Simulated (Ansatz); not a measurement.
Write the native input for Ansatz 0.2.0 that does the following.

```
Task                : single point
Functional          : PBE
Potentials or basis : Ansatz PAW
Cutoff              : 420 eV (not typed: the program's choice for these potentials)
k mesh              : 11 × 11 × 11
Occupations         : gaussian, width 0.023 eV
Spin                : no spin polarisation
```

Crystal: Al.

```
Al
1.0
     0.00000    2.02481    2.02481
     2.02481    0.00000    2.02481
     2.02481    2.02481    0.00000
Al
1
Direct
  0.00000 0.00000 0.00000
```

These files were run (other wordings do the same):

input.yaml

```yaml
crystal:
  lattice:
    - [0.0, 2.024805, 2.024805]
    - [2.024805, 0.0, 2.024805]
    - [2.024805, 2.024805, 0.0]
  atoms:
    - { symbol: Al, position: [0.0, 0.0, 0.0] }
hamiltonian:
  xc: pbe
  pseudopotentials: { kind: paw }
kpoints:
  mp_grid: { grid: [11, 11, 11] }
scf:
  occupations: { method: gaussian, width: 0.023 }
output:
  forces: true
  stress: true
  eigenvalues: true
```

Potentials or basis: Ansatz PAW.

Command:

```sh
$ ansatz run input.yaml --threads 2 --pin off --max-ram 5632MiB --backend cpu --events-out ev --progress --plain --runs-dir out
```

It gave:

```yaml
Pressure: -0.5 GPa
Band_gap_on_the_k_mesh: none (metal or under the smearing width)
```

It took 0.24 s on 2 threads of Intel(R) Xeon(R) 6975P-C (Granite Rapids), with other jobs on the host, peak memory 0.28 GiB.
